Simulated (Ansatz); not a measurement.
# MgS (F-43m) in Ansatz: notebook

The runs below take MgS through phonons, elastic constants, with PBEsol.

Program: Ansatz 0.2.0. These are calculated values, not measurements. Logs are shortened: lines on timing, memory, paths and dates and some standing lists are left out, and cuts for length are marked.

**1. The structure**

The structure is cubic, space group F-43m (No. 216). The conventional cell has a = 5.666 Å, b = 5.666 Å, c = 5.666 Å, α = 90.00°, β = 90.00°, γ = 90.00°. S (site symmetry -43m) is surrounded by 4 Mg at 2.45 Å. Mg (site symmetry -43m) has 4 S at 2.45 Å as nearest neighbours.

The cell comes from a database or a generator and needn't be the stable form of this composition.

**2. Phonons, PBEsol**

input.yaml

```yaml
crystal:
  lattice:
    - [0.0, 2.8331200468, 2.8331200468]
    - [2.8331200468, 0.0, 2.8331200468]
    - [2.8331200468, 2.8331200468, 0.0]
  atoms:
    - { symbol: S, position: [0.25, 0.25, 0.25] }
    - { symbol: Mg, position: [0.0, 0.0, 0.0] }
hamiltonian:
  xc: pbesol
  pseudopotentials: { kind: paw }
kpoints:
  mp_grid: { grid: [6, 6, 6] }
scf:
  occupations: { method: fixed }
phonons:
  method: dfpt
  dielectric: true
  rigid_motions: translations
```

Potentials or basis: Ansatz PAW.

Launch:

```sh
$ ansatz run input.yaml --threads 2 --pin off --max-ram 5632MiB --backend cpu --events-out ev --progress --plain --runs-dir out
```

Standard output:

```text
Warning: RAYON_NUM_THREADS=2 ignored (pool sized by the plan → 2); use --threads N
Engine: ansatz 0.2.0, x86_64-unknown-linux-gnu
Pseudopotentials: kind: paw
Pseudopotential: S, paw, valence charge 6, recommended cutoff 420 eV (normal), S.paw.azcp
Pseudopotential: Mg, paw, valence charge 10, recommended cutoff 420 eV (normal), Mg.paw.azcp
Functional definition: PBEsol
  exchange = pbesol_x
  correlation = pbesol_c
Crystal: 2 atoms, lattice volume = 45.480 Å³
Basis set: ecut = 420 eV, 893 PW (Γ), exchange–correlation on 54×54×54 points (8 copies of the dense FFT grid, shifted against one another)
Bands: 12, of which v1, the nominal top of the filled ones, is band 8 counted from 1 (7 counted from 0)
Symmetry: 24 space group operations
k-points: 46 of 216 (irreducible under 4 space group operations, time reversal used)
Non-local potential: S, projectors of the file, l = 0: 2, l = 1: 2, l = 2: 2
Non-local potential: Mg, projectors of the file, l = 0: 3, l = 1: 2, l = 2: 1
PAW form: soft (Blöchl's): semilocal exchange-correlation on the pseudo side does not see the compensation charge
PAW frozen core: S, regenerated for the run's functional, and the local potential with it (the file was generated under x = pbe(κ = 0.804, μ = 0.2195149727645171), c = pbe(β = 0.06672455060314922))
PAW frozen core: Mg, regenerated for the run's functional, and the local potential with it (the file was generated under x = pbe(κ = 0.804, μ = 0.2195149727645171), c = pbe(β = 0.06672455060314922))
PAW one-centre angular grid: S, 110 points (default); XC on 64 Gauss nodes
PAW one-centre angular grid: Mg, 110 points (default); XC on 64 Gauss nodes
Initial density: superposition of atomic densities (neutral atoms: chi_scale 0, normalization atom), corrected by the library's trained network
Initial wavefunctions: pseudopotential atomic-orbital guess
Functional: x = pbesol(κ = 0.804, μ = 0.12345679012345678), c = pbesol(β = 0.046)
SCF iter   1: F=—  HF=-2799.763941 eV  |F-HF|=—  |Δ(HF+E_count)|=         —  Δρ=3.21e-3  dr2=7.77e-3  ethr=1.77e-3  ⟨swp⟩=5.3  Hψ=2998  notcnv=0  defer=86
preconditioner: auto → none  [insulator: Δε(μ)=3.238 eV  Ē_g=10.990 eV  n_scr=14 (ndim 8)  ℏωp=15.6 eV  f_vac=0.016  ε∞_Penn≈3.0]
SCF iter   2: F=—  HF=-2799.760935 eV  |F-HF|=—  |Δ(HF+E_count)|=   3.01e-3  Δρ=9.40e-4  dr2=2.26e-4  ethr=4.86e-5  ⟨swp⟩=2.1  Hψ=1184  notcnv=0  defer=86
SCF iter   3: F=—  HF=-2799.760926 eV  |F-HF|=—  |Δ(HF+E_count)|=   9.04e-6  Δρ=3.44e-4  dr2=4.01e-5  ethr=1.41e-6  ⟨swp⟩=2.0  Hψ=972  notcnv=0  defer=86
SCF iter   4: F=—  HF=-2799.760940 eV  |F-HF|=—  |Δ(HF+E_count)|=   1.42e-5  Δρ=6.69e-5  dr2=1.11e-6  ethr=2.51e-7  ⟨swp⟩=2.0  Hψ=724  notcnv=0  defer=40
SCF iter   5: F=—  HF=-2799.760940 eV  |F-HF|=—  |Δ(HF+E_count)|=   4.67e-7  Δρ=4.96e-6  dr2=8.25e-9  ethr=6.91e-9  ⟨swp⟩=2.3  Hψ=695  notcnv=0
SCF iter   6: F=—  HF=-2799.760940 eV  |F-HF|=—  |Δ(HF+E_count)|=   1.07e-8  Δρ=1.25e-6  dr2=4.06e-10  ethr=5.15e-11  ⟨swp⟩=2.0  Hψ=736  notcnv=0
SCF iter   7: F=-2799.760940 eV  HF=-2799.760940 eV  |F-HF|=1.36e-12  |Δ(HF+E_count)|=  8.32e-10  Δρ=9.73e-8  dr2=4.56e-12  ethr=1.00e-12  ⟨swp⟩=8.0  Hψ=3238  notcnv=0
SCF 1 converged in 7 iterations: F = -2799.760940 eV  dr2 = 4.56e-12
NSCF: frozen V_eff on 2 k-points
DFPT response loops at Γ: preconditioner auto → none (the input reference at scf.mixing.eps_inf says where Resta's filter doesn't serve); β = 0.50; Broyden in place of MSR1
── the response to a field inside a basis, on 6×6×6 k-points: an SCF that follows is theirs, and a resumed run solves both again ──
Bands: 9, of which v1, the nominal top of the filled ones, is band 8 counted from 1 (7 counted from 0)
k-points: 28 of 216 (irreducible under 6 space group operations, time reversal used)
Initial density: handed on by an earlier stage of this run
Initial wavefunctions: pseudopotential atomic-orbital guess (no wavefunctions were taken with the density)
Eigensolver: Dense (28 Hₖ)
SCF iter   1: F=—  HF=-2799.760439 eV  |F-HF|=—  |Δ(HF+E_count)|=         —  Δρ=8.01e-5  dr2=1.06e-6  ethr=1.00e-1
preconditioner: auto → none  [insulator: Δε(μ)=3.651 eV  Ē_g=8.881 eV  n_scr=14 (ndim 8)  ℏωp=15.6 eV  f_vac=0.016  ε∞_Penn≈4.1]
SCF iter   2: F=—  HF=-2799.760440 eV  |F-HF|=—  |Δ(HF+E_count)|=   7.89e-7  Δρ=4.12e-5  dr2=1.26e-7  ethr=6.62e-9
SCF iter   3: F=-2799.760441 eV  HF=-2799.760440 eV  |F-HF|=5.55e-8  |Δ(HF+E_count)|=   2.94e-7  Δρ=1.57e-5  dr2=2.08e-8  ethr=7.86e-10
SCF 1 converged in 3 iterations: F = -2799.760441 eV  dr2 = 2.08e-8
DFPT response loops at Γ: mixed as the last ones told, above
WARN: field response: ε∞ stands inside a basis, on 6×6×6 points; the force constants stand on the 6×6×6 k-mesh, whose period is 13.76 times the interband length at k = (0.0000, 0.0000, 0.0000), direct gap 3.282 eV, under 14: take them and everything formed from them as unconverged, and compare with a denser kpoints.mp_grid
SCF converged after 7 iterations
Free energy (F): -2799.760940 eV
Harris-Foulkes:  -2799.760940 eV  (|F-HF|=1.36e-12)
Internal energy: -2799.760940 eV  (E = F + TS)
E sigma→0 (E₀):  -2799.760940 eV
Fermi energy:    3.047898 eV
--- Per-component energies (eV) ---
  E_band       = -369.565818
  E_kinetic    = 183.606116
  E_local      = -1884.401893  (includes V_loc(G=0)·N_el)
  E_nonlocal   = 124.434087
  E_hartree    = 681.938522
  E_xc         = -125.476993
  E_vxc        = -125.453252  (∫ρ·V_xc dr)
  E_paw        = -865.399441  (= ΣΔE_a)
  E_vpaw       = -31.627925  (= ΣTr[D̂ρ^β])
  E_aug_tail   = -0.000003  (compensation charges beyond the density's cutoff)
  E_ewald      = -914.582148
  E_core_change = 0.120812  (= ΣΔE_core)
  E_smearing   = -0.000000  (= −TS)
  E_closure    = 0.000000  (closes the sum)
  Σ components = -2799.760940   (vs F -2799.760940, Δ=0.00e0)
--- Band table (eV; the first three rows and the last of 46) ---
  k-point 0: bands = ["-70.3607", "-37.3039", "-37.3039", "-37.3039", "-8.2138", "3.0479", "3.0479", "3.0479", "6.3302", "10.8825", "10.8825", "10.8825"]
  k-point 1: bands = ["-70.3607", "-37.3046", "-37.3040", "-37.3040", "-8.0599", "1.9549", "2.9576", "2.9576", "7.3492", "10.6235", "11.1339", "11.1339"]
  k-point 2: bands = ["-70.3607", "-37.3059", "-37.3043", "-37.3043", "-7.7159", "0.4896", "2.7939", "2.7939", "8.0464", "10.8508", "10.8508", "11.0578"]
  k-point 45: bands = ["-70.3606", "-37.3061", "-37.3053", "-37.3047", "-7.3487", "0.4736", "1.3607", "2.1409", "8.6610", "9.9527", "11.3441", "12.2086"]
--- Phonons (Γ-DFPT): 2 representative perturbations + reference, on 46 of 216 k-points (Σ response iterations 6) ---
  k mesh reduced under 4 symmetry operations, with k and −k counted as one. Each operation leaves every solved perturbation unchanged. A smaller set is not considered because the run solves the response to a homogeneous field
  ASR residual: 3.581e-5 → 0.000e0 eV/Å²; symmetrization residual: 4.934e-6 eV/Å²
  ASR residual per site (eV/Å²): 3.58e-5 2.45e-5
  Γ frequencies (cm⁻¹): 0.00 0.00 0.00 328.37 328.37 328.37
  ε∞ (high-frequency dielectric tensor):
        4.142257     0.000000    -0.000000
        0.000000     4.142257     0.000000
       -0.000000     0.000000     4.142257
  ε⁰ (static dielectric tensor: ions relaxed, cell fixed):
        6.739899    -0.000000    -0.000000
       -0.000000     6.739899    -0.000000
       -0.000000    -0.000000     6.739899
  ε⁰ − ε∞ (ionic part):
        2.597642    -0.000000    -0.000000
       -0.000000     2.597642    -0.000000
       -0.000000    -0.000000     2.597642
  softest optical mode at Γ: 328.37 cm⁻¹; the repairs (sum rule, projections) moved no ω² at Γ by more than (0.80 cm⁻¹)²
  Born effective charges Z* (e; rows j = field, columns β = displacement):
    site 0:
        -1.89184    0.00000   -0.00000
         0.00000   -1.89184   -0.00000
         0.00000   -0.00000   -1.89184
    site 1:
         1.89184   -0.00000    0.00000
        -0.00000    1.89184    0.00000
        -0.00000    0.00000    1.89184
  Z* charge neutrality: 3.416e-4 e pre-enforcement
  solved inside a basis spanned on kpoints, on 6×6×6 k-points, its susceptibility summed on 10×10×10: ε∞ is read to err by 9.6e-3, Z* by 1.1e-2 e (field_mesh: kpoints solves on kpoints); Z* is corrected for what the basis lacks
  optical modes at Γ without the LO–TO term, one row a degenerate level:
      ω (cm⁻¹)  modes    IR ((D/Å)²/amu)
        328.37      3            17.9185
  optical modes at Γ + LO–TO along q̂ = [1.0000, 0.0000, 0.0000]:
      ω (cm⁻¹)  modes    IR ((D/Å)²/amu)
        328.37      2            11.9457
        418.87      1             5.9728
  optical modes at Γ + LO–TO along q̂ = [0.0000, 1.0000, 0.0000]:
      ω (cm⁻¹)  modes    IR ((D/Å)²/amu)
        328.37      2            11.9457
        418.87      1             5.9728
  optical modes at Γ + LO–TO along q̂ = [0.0000, 0.0000, 1.0000]:
      ω (cm⁻¹)  modes    IR ((D/Å)²/amu)
        328.37      2            11.9457
        418.87      1             5.9728
```

It took 35 s on 2 threads of Intel Xeon at 2.50GHz (Skylake/Cascade Lake), shared host; peak memory 0.43 GiB.

Results:

| Property | Result |
| --- | --- |
| Free energy | -2799.7609 eV |
| Band gap on the k mesh | 3.28 eV, direct |
| Electronic dielectric tensor (diagonal) | 4.14 |
| Born charges (mean of the diagonal) | S -1.89; Mg +1.89 e |
| Highest phonon frequency at Γ, LO-TO splitting left out | 328 cm⁻¹ |
| Static dielectric tensor (diagonal) | 6.74 |

Phonon frequencies in cm⁻¹ (negative: imaginary):
```csv
q point,frequencies
"(0.000, 0.000, 0.000)",0 0 0 328 328 328
```

Electronic dielectric tensor:
```
4.14 0.00 0.00
0.00 4.14 0.00
0.00 0.00 4.14
```

Born effective charge tensors (e):
atom 1, S
```
-1.89  0.00  0.00
 0.00 -1.89  0.00
 0.00  0.00 -1.89
```
atom 2, Mg
```
1.89 0.00 0.00
0.00 1.89 0.00
0.00 0.00 1.89
```

Static dielectric tensor, electrons and zone-centre modes:
```
6.74 0.00 0.00
0.00 6.74 0.00
0.00 0.00 6.74
```

Caveat: the PAW data sets come from PBE, with cores solved anew for the run's functional, which leaves a small shift of forces and pressure.

(Part 1 of 2 ends here.)
